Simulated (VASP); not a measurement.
# Ta (Im-3m) in VASP: further runs

One crystal, Ta, is run at these levels: PBE; tasks: relaxation of cell and atoms, vibrations by finite differences.

Program: VASP 6.6.1. These are calculated values, not measurements. Logs are shortened: lines on timing, memory, paths and dates and some standing lists are left out, and cuts for length are marked.

## (1) The crystal as given

It takes space group Im-3m (No. 229, cubic). Conventional cell: a = 3.303 Å, b = 3.303 Å, c = 3.303 Å, α = 90.00°, β = 90.00°, γ = 90.00°. Around Ta (site symmetry m-3m) lie 8 Ta at 2.86 Å.

## (2) Relaxation of cell and atoms, PBE

INCAR reads:

```
PREC = Accurate ; ENCUT = 350
EDIFF = 1E-7 ; ISMEAR = 0
SIGMA = 0.1 ; LREAL = False
LASPH = True ; NELM = 100
ALGO = Fast ; ISIF = 3
LWAVE = False ; LCHARG = False
GGA = PE ; IBRION = 2
NSW = 80 ; EDIFFG = -0.002
```

KPOINTS reads:

```
Automatic mesh
0
Gamma
  18 18 18
```

POSCAR reads:

```
Ta
1.0
   -1.6512800000      1.6512800000      1.6512800000
    1.6512800000     -1.6512800000      1.6512800000
    1.6512800000      1.6512800000     -1.6512800000
Ta
1
Direct
    0.0000000000      0.0000000000      0.0000000000
```

Potentials or basis: VASP PAW PBE potentials, release 64 (Ta_pv).

The run is started by

```bash
cat potpaw_PBE.64/Ta_pv/POTCAR > POTCAR
mpirun -np 1 vasp_std > vasp.out
```

OUTCAR:

```text
PREC = Accurate
   ENCUT = 350
   EDIFF = 1E-7
   ISMEAR = 0
   LREAL = False
   LASPH = True
   NELM = 100
   ISIF = 3
   GGA = PE
   IBRION = 2
   NSW = 80
   EDIFFG = -0.002

 ion  position               nearest neighbor table
   1  0.000  0.000  0.000-

  LATTYP: Found a body centered cubic cell.
 ALAT       =     3.3025600000

  Lattice vectors:

 A1 = (  -1.6512800000,   1.6512800000,   1.6512800000)
 A2 = (   1.6512800000,  -1.6512800000,   1.6512800000)
 A3 = (   1.6512800000,   1.6512800000,  -1.6512800000)

Analysis of symmetry for initial positions (statically):
=====================================================================
 Subroutine PRICEL returns:
 Original cell was already a primitive cell.

 Routine SETGRP: Setting up the symmetry group for a
 body centered cubic supercell.

 Subroutine GETGRP returns: Found 48 space group operations
 (whereof 48 operations were pure point group operations)
 out of a pool of 48 trial point group operations.

The static configuration has the point symmetry O_h .

Analysis of symmetry for dynamics (positions and initial velocities):
=====================================================================
 Subroutine PRICEL returns:
 Original cell was already a primitive cell.

 Routine SETGRP: Setting up the symmetry group for a
 body centered cubic supercell.

 Subroutine GETGRP returns: Found 48 space group operations
 (whereof 48 operations were pure point group operations)
 out of a pool of 48 trial point group operations.

The dynamic configuration has the point symmetry O_h .

 Subroutine INISYM returns: Found 48 space group operations
 (whereof 48 operations are pure point group operations),
 and found     1 'primitive' translations

----------------------------------------------------------------------------------------

                                     Primitive cell

  volume of cell :      18.0104

  direct lattice vectors                    reciprocal lattice vectors
    -1.651280000  1.651280000  1.651280000     0.000000000  0.302795407  0.302795407
     1.651280000 -1.651280000  1.651280000     0.302795407  0.000000000  0.302795407
     1.651280000  1.651280000 -1.651280000     0.302795407  0.302795407  0.000000000

  length of vectors
     2.860100858  2.860100858  2.860100858     0.428217371  0.428217371  0.428217371

  position of ions in fractional coordinates (direct lattice)
     0.000000000  0.000000000  0.000000000

  ion indices of the primitive-cell ions
   primitive index   ion index
                 1           1

----------------------------------------------------------------------------------------

 KPOINTS: Automatic mesh

Automatic generation of k-mesh.
 Grid dimensions read from file:
 generate k-points for:   18   18   18

 Generating k-lattice:

  Cartesian coordinates                     Fractional coordinates (reciprocal lattice)
     0.000000000  0.016821967  0.016821967     0.055555556  0.000000000  0.000000000
     0.016821967  0.000000000  0.016821967     0.000000000  0.055555556  0.000000000
     0.016821967  0.016821967  0.000000000     0.000000000  0.000000000  0.055555556

  Length of vectors
     0.023789854  0.023789854  0.023789854

  Shift w.r.t. Gamma in fractional coordinates (k-lattice)
     0.000000000  0.000000000  0.000000000

 Subroutine IBZKPT returns following result:
 ===========================================

 Found    195 irreducible k-points:

 Following reciprocal coordinates:
            Coordinates               Weight
  0.000000  0.000000  0.000000      1.000000
  0.055556  0.000000  0.000000     12.000000
  0.111111  0.000000  0.000000     12.000000
  0.166667  0.000000  0.000000     12.000000
  0.222222  0.000000  0.000000     12.000000
  0.277778  0.000000  0.000000     12.000000
[... 16 lines left out ...]
  0.333333  0.111111  0.000000     48.000000
  0.388889  0.111111  0.000000     48.000000
 [... further k-points ...]
   k-points           NKPTS =    195   k-points in BZ     NKDIM =    195   number of bands    NBANDS=      9
   number of dos      NEDOS =    301   number of ions     NIONS =      1
   total plane-waves  NPLWV =   5832
   dimension x,y,z NGX =    18 NGY =   18 NGZ =   18
   dimension x,y,z NGXF=    36 NGYF=   36 NGZF=   36
   ions per type =               1
   NGX,Y,Z   is equivalent  to a cutoff of  10.46, 10.46, 10.46 a.u.
   NGXF,Y,Z  is equivalent  to a cutoff of  20.93, 20.93, 20.93 a.u.
 SYSTEM =  unknown system
   PREC   = accura    normal or accurate (medium, high low for compatibility)
   ISTART =      0    job   : 0-new  1-cont  2-samecut
   ICHARG =      2    charge: 1-file 2-atom 10-const
   ISPIN  =      1    spin polarized calculation?
   LNONCOLLINEAR =      F non collinear calculations
   LSORBIT =      F    spin-orbit coupling
   LASPH  =      T    aspherical Exc in radial PAW
   ENCUT  =  350.0 eV  25.72 Ry    5.07 a.u.   4.36  4.36  4.36*2*pi/ulx,y,z
   NELM   =    100;   NELMIN=  2; NELMDL= -5     # of ELM steps
   EDIFF  = 0.1E-06   stopping-criterion for ELM
   LREAL  =      F    real-space projection
   EDIFFG = -.2E-02   stopping-criterion for IOM
   NSW    =     80    number of steps for IOM
   IBRION =      2    ionic relax: 0-MD 1-quasi-New 2-CG
   NFREE  =      1    steps in history (QN), initial steepest desc. (CG)
   ISIF   =      3    stress and relaxation
   ISYM   =      2    0-nonsym 1-usesym 2-fastsym
   POTIM  = 0.5000    time-step for ionic-motion
   TEBEG  =    0.0;   TEEND  =   0.0 temperature during run
   PSTRESS=    0.0 pullay stress
   NELECT =      11.0000    total number of electrons
   NUPDOWN=      -1.0000    fix difference up-down
   EMIN   =  10.00;   EMAX   =-10.00  energy-range for DOS
   EFERMI =   0.00;   METHOD = LEGACY
   ISMEAR =     0;   SIGMA  =   0.10  broadening in eV -4-tet -1-fermi 0-gaus
   EFERMI_NEDOS =   21; number of points for ismear=-14 and -15
   IALGO  =     68    algorithm
   IMIX   =      4    mixing-type and parameters
     AMIX     =   0.40;   BMIX     =  1.00
     AMIX_MAG =   1.60;   BMIX_MAG =  1.00
  volume/ion in A,a.u.               =      18.01       121.54
  Fermi-wavevector in a.u.,A,eV,Ry     =   1.388988  2.624806 26.249534  1.929286
  Thomas-Fermi vector in A             =   2.513061
   LORBIT       =      0    0 simple, 1 ext, 2 COOP (PROOUT), +10 PAW based schemes
   GGA     = PE    functional components
   LHFCALC =     F    Hartree Fock is set to
   AEXX    =    0.0000 exact exchange contribution
   IVDW    =     0    specifies the selected vdW correction
   LEPSILON=     F    determine dielectric tensor
   LRPA    =     F    only Hartree local field effects (RPA)
 conjugate gradient relaxation of ions
 non-spin polarized calculation
 RMM-DIIS sequential band-by-band and
 Gauss-broadening in eV      SIGMA  =   0.10
  energy-cutoff  :      350.00
  volume of cell :       18.01
 maximum number of plane-waves:       276
 NGX is ok and might be reduce to    18
   NGX =  9   NGY =  9   NGZ =  9

--------------------------------------- Ionic step        1  -------------------------------------------

 number of electron      11.0000007 magnetization

 Free energy of the ion-electron system (eV)
  ---------------------------------------------------
  ext. energy  EPLUGINS =         0.00000000
  ---------------------------------------------------
  free energy    TOTEN  =       -11.81225280 eV

  energy without entropy =      -11.80619799  energy(sigma->0) =      -11.80922539

------------------------ aborting loop because EDIFF is reached ----------------------------------------

  FORCE on cell =-STRESS in cart. coord.  units (eV):
  Direction    XX          YY          ZZ          XY          YZ          ZX
  --------------------------------------------------------------------------------------
  -------------------------------------------------------------------------------------
  Total        0.3205601      0.3205601      0.3205601      0.0000000      0.0000000      0.0000000
  in kB       28.5166126     28.5166126     28.5166126      0.0000000      0.0000000      0.0000000
  external PRESSURE =      28.5166126 kB  Pullay stress =       0.0000000 kB
[... 55 lines left out ...]
  energy  without entropy=      -11.7969389498  energy(sigma->0) =      -11.80006607

--------------------------------------- Ionic step        3  -------------------------------------------

 number of electron      11.0000004 magnetization

 Free energy of the ion-electron system (eV)
  ---------------------------------------------------
  ext. energy  EPLUGINS =         0.00000000
  ---------------------------------------------------
  free energy    TOTEN  =       -11.81448873 eV

  energy without entropy =      -11.80840433  energy(sigma->0) =      -11.81144653

 E-fermi :   5.3829     XC(G=0): -12.5462

 val. band max:        5.3614989696   @ k =   0.1111   0.1111   0.0000
 cond. band min:       5.3861252585   @ k =   0.3333   0.1667   0.0556
 fundamental gap:      0.0246262889
 Fermi energy:         5.3829118423

 k-point     1 :       0.0000    0.0000    0.0000
  band No.  band energies     occupation
      1     -27.7555      2.00000
      2     -27.7555      2.00000
      3     -27.7555      2.00000
      4      -2.4898      2.00000
      5       6.1087      0.00000
      6       6.1087      0.00000
      7       6.1087      0.00000
      8       9.3325      0.00000
      9       9.3326      0.00000
[... 265 lines left out ...]
 k-point    24 :       0.3889    0.1111    0.0000
  band No.  band energies     occupation
      1     -28.8059      2.00000
      2     -28.1485      2.00000
      3     -27.8111      2.00000
      4       1.4422      2.00000
      5       3.9888      2.00000
      6       5.9907      0.00000
      7       9.0770      0.00000
      8      10.3446      0.00000
      9      13.1342      0.00000

 [... further k-points ...]

------------------------ aborting loop because EDIFF is reached ----------------------------------------

  FORCE on cell =-STRESS in cart. coord.  units (eV):
  Direction    XX          YY          ZZ          XY          YZ          ZX
  --------------------------------------------------------------------------------------
  -------------------------------------------------------------------------------------
  Total       -0.0000702     -0.0000702     -0.0000702      0.0000000      0.0000000      0.0000000
  in kB       -0.0061585     -0.0061585     -0.0061585      0.0000000      0.0000000      0.0000000
  external PRESSURE =      -0.0061585 kB  Pullay stress =       0.0000000 kB
[... 16 lines left out ...]
  FREE ENERGIE OF THE ION-ELECTRON SYSTEM (eV)
  ---------------------------------------------------
  free  energy   TOTEN  =       -11.8144887291 eV

  energy  without entropy=      -11.8084043326  energy(sigma->0) =      -11.81144653

 reached required accuracy - stopping structural energy minimisation
```

It took 19 s on 1 thread of Intel Xeon 6975P-C (Granite Rapids), shared host; peak memory 0.14 GiB.

Results:

| Quantity | Value |
| --- | --- |
| Free energy | -11.8145 eV |
| Relaxed volume | 18.27 Å³/atom |
| Relaxed cell | a = 2.874 Å, b = 2.874 Å, c = 2.874 Å, α = 109.47°, β = 109.47°, γ = 109.47° |
| Space group after relaxing (to 0.05 Å) | Im-3m (No. 229) |
| Energy gained by relaxing | 2.2 meV/atom |
| Ionic steps | 3 |
| Pressure after relaxing | 0.0 GPa |
| Band gap on the k mesh | none (metal or under the smearing width) |

The path:
```tsv
step	energy change (eV)	largest force (eV/Å)	pressure (GPa)	volume (Å³)
1	0.0000	0.0000	2.85	18.01
2	0.0091	0.0000	-5.95	18.86
3	-0.0022	0.0000	0.00	18.27
```

Final structure:
```cif
data_structure
_symmetry_space_group_name_H-M 'P 1'
_symmetry_Int_Tables_number 1
_cell_length_a 2.8737
_cell_length_b 2.8737
_cell_length_c 2.8737
_cell_angle_alpha 109.471
_cell_angle_beta 109.471
_cell_angle_gamma 109.471
_cell_volume 18.27
loop_
_atom_site_label
_atom_site_type_symbol
_atom_site_fract_x
_atom_site_fract_y
_atom_site_fract_z
_atom_site_occupancy
Ta1 Ta 0.00000 0.00000 0.00000 1
```

Levels at points of the mesh, in eV from the Fermi level:
```
           k point  band 2  band 3  band 4  band 5  band 6  band 7  band 8  band 9
(0.00, 0.00, 0.00)  -33.14  -33.14   -7.87    0.73    0.73    0.73    3.95    3.95
(0.50, 0.00, 0.00)  -33.50  -33.14   -4.32   -1.51    1.51    3.82    4.83    7.65
(0.50, 0.50, 0.50)  -33.92  -33.92   -3.73   -3.73    6.71    6.71    6.71    8.52
```

## (3) Relaxation of cell and atoms, PBE

This run uses another cell than the first one, of 18.27 Å³/atom, 1.014 times its volume.

INCAR is that of step 2.

KPOINTS is that of step 2.

POSCAR reads:

```
Ta                                      
1.0
   -1.6591222762      1.6591222762      1.6591222762
    1.6591222762     -1.6591222762      1.6591222762
    1.6591222762      1.6591222762     -1.6591222762
  Ta            
     1
Direct
     0.0000000000000000    0.0000000000000000    0.0000000000000000
```

Potentials or basis: VASP PAW PBE potentials, release 64 (Ta_pv).

The run is started by

```bash
cat potpaw_PBE.64/Ta_pv/POTCAR > POTCAR
mpirun -np 1 vasp_std > vasp.out
```

Run time: 8.2 s. Hardware: 1 thread of Intel Xeon 6975P-C (Granite Rapids), shared host; peak memory 0.13 GiB.

It converged, with:

* Free energy: -11.8150 eV
* Pressure after relaxing: 0.0 GPa
* Band gap on the k mesh: none (metal or under the smearing width)

Final structure:
```yaml
crystal:
  lattice:
    - [-1.65912, 1.65912, 1.65912]
    - [1.65912, -1.65912, 1.65912]
    - [1.65912, 1.65912, -1.65912]
  atoms:
    - { symbol: Ta, position: [0.00000, 0.00000, 0.00000] }
```

Levels at points of the mesh, in eV from the Fermi level:
```csv
k point,band 1,band 2,band 3,band 4,band 5,band 6,band 7,band 8,band 9
"(0.00, 0.00, 0.00)",-33.14,-33.14,-33.14,-7.87,0.73,0.73,0.73,3.95,3.95
"(0.50, 0.00, 0.00)",-34.26,-33.50,-33.14,-4.32,-1.51,1.51,3.82,4.83,7.65
"(0.50, 0.50, 0.50)",-33.92,-33.92,-33.92,-3.73,-3.73,6.71,6.71,6.71,8.52
```

Caveat: the relaxation stopped at its first step, so nothing moved. Spin-orbit coupling is left out, which matters for the levels of Ta.

## (4) Vibrations by finite differences, PBE

This run uses another cell than the first one, of 18.27 Å³/atom, 1.014 times its volume.

INCAR reads:

```
ALGO = Fast ; EDIFF = 1E-8
ENCUT = 350 ; GGA = PE
IBRION = 6 ; ISIF = 3
ISMEAR = 0 ; LASPH = T
LCHARG = F ; LREAL = F
LWAVE = F ; NBANDS = 12
NELM = 100 ; NFREE = 2
NSW = 1 ; POTIM = 0.015
PREC = Accurate ; SIGMA = 0.1
```

KPOINTS reads:

```
k-points
0
Gamma
  18 18 18
```

POSCAR is that of step 3.

Potentials or basis: VASP PAW PBE potentials, release 64 (Ta_pv).

The run is started by

```bash
cat potpaw_PBE.64/Ta_pv/POTCAR > POTCAR
mpirun -np 1 vasp_std > vasp.out
```

OUTCAR:

```text
EDIFF = 1E-8
   ENCUT = 350
   GGA = PE
   IBRION = 6
   ISIF = 3
   ISMEAR = 0
   LASPH = T
   LREAL = F
   NELM = 100
   NFREE = 2
   NSW = 1
   POTIM = 0.015
   PREC = Accurate

 ion  position               nearest neighbor table
   1  0.000  0.000  0.000-

  LATTYP: Found a body centered cubic cell.
 ALAT       =     3.3182445524

[... 795 lines left out ...]
      0.000000  0.000000  0.000000     0.982872   -0.184289    0.000000

   2 f/i=    0.000000 THz     0.000000 2PiTHz    0.000000 cm-1     0.000000 meV
             X         Y         Z           dx          dy          dz
      0.000000  0.000000  0.000000     0.000000    0.000000    1.000000

   3 f/i=    0.000000 THz     0.000000 2PiTHz    0.000000 cm-1     0.000000 meV
             X         Y         Z           dx          dy          dz
      0.000000  0.000000  0.000000    -0.184289   -0.982872    0.000000

--------------------------------------------------------------------------------------------------------

 ELASTIC MODULI CONTR FROM IONIC RELAXATION (kBar)
 Direction    XX          YY          ZZ          XY          YZ          ZX
 --------------------------------------------------------------------------------
 XX           0.0000      0.0000      0.0000      0.0000      0.0000      0.0000
 YY           0.0000      0.0000      0.0000      0.0000      0.0000      0.0000
 ZZ           0.0000      0.0000      0.0000      0.0000      0.0000      0.0000
 XY           0.0000      0.0000      0.0000      0.0000      0.0000      0.0000
 YZ           0.0000      0.0000      0.0000      0.0000      0.0000      0.0000
 ZX           0.0000      0.0000      0.0000      0.0000      0.0000      0.0000
 --------------------------------------------------------------------------------

 TOTAL ELASTIC MODULI (kBar)
 Direction    XX          YY          ZZ          XY          YZ          ZX
 --------------------------------------------------------------------------------
 XX        2670.3021   1620.6200   1620.6200     -0.0000     -0.0000     -0.0000
 YY        1620.6200   2670.3021   1620.6200      0.0000     -0.0000      0.0000
 ZZ        1620.6200   1620.6200   2670.3021      0.0000     -0.0000      0.0000
 XY          -0.0000      0.0000      0.0000    752.4266      0.0000      0.0000
 YZ          -0.0000     -0.0000     -0.0000      0.0000    752.4266      0.0000
 ZX          -0.0000      0.0000      0.0000      0.0000      0.0000    752.4266
 --------------------------------------------------------------------------------
```

OSZICAR:

```text
N       E                     dE             d eps       ncg     rms          rms(c)
DAV:   1     0.473327735402E+02    0.47333E+02   -0.49283E+03  4736   0.653E+02
DAV:   2    -0.115034373768E+02   -0.58836E+02   -0.57366E+02  5280   0.203E+02
DAV:   3    -0.122862676192E+02   -0.78283E+00   -0.77701E+00  5560   0.232E+01
[... 12 lines left out ...]
RMM:   5    -0.118149815309E+02   -0.11995E-04   -0.10610E-04  4683   0.106E-01    0.193E-03
RMM:   6    -0.118149844661E+02   -0.29352E-05   -0.21693E-05  4708   0.476E-02    0.143E-03
RMM:   7    -0.118149849413E+02   -0.47514E-06   -0.32337E-06  4649   0.183E-02    0.160E-04
RMM:   8    -0.118149850789E+02   -0.13763E-06   -0.73100E-07  4143   0.856E-03    0.113E-04
RMM:   9    -0.118149850775E+02    0.13595E-08   -0.10535E-07  3837   0.323E-03    0.132E-05
RMM:  10    -0.118149850791E+02   -0.15596E-08   -0.25192E-08  3030   0.156E-03
  15 F= -.11814985E+02 E0= -.11811942E+02  d E =-.608593E-02
```

It took 7.3 min on 1 thread of Intel Xeon 6975P-C (Granite Rapids), shared host; peak memory 0.45 GiB.

Results:

```
Elastic constants C11, C12, C44 : 267, 162, 75 GPa
Voigt bulk modulus              : 197 GPa
```

Elastic tensor in Voigt notation (GPa, in the Cartesian axes of the cell as first typed):
```
267 162 162   0   0   0
162 267 162   0   0   0
162 162 267   0   0   0
  0   0   0  75   0   0
  0   0   0   0  75   0
  0   0   0   0   0  75
```

Clamped-ion elastic tensor (GPa):
```
267 162 162   0   0   0
162 267 162   0   0   0
162 162 267   0   0   0
  0   0   0  75   0   0
  0   0   0   0  75   0
  0   0   0   0   0  75
```
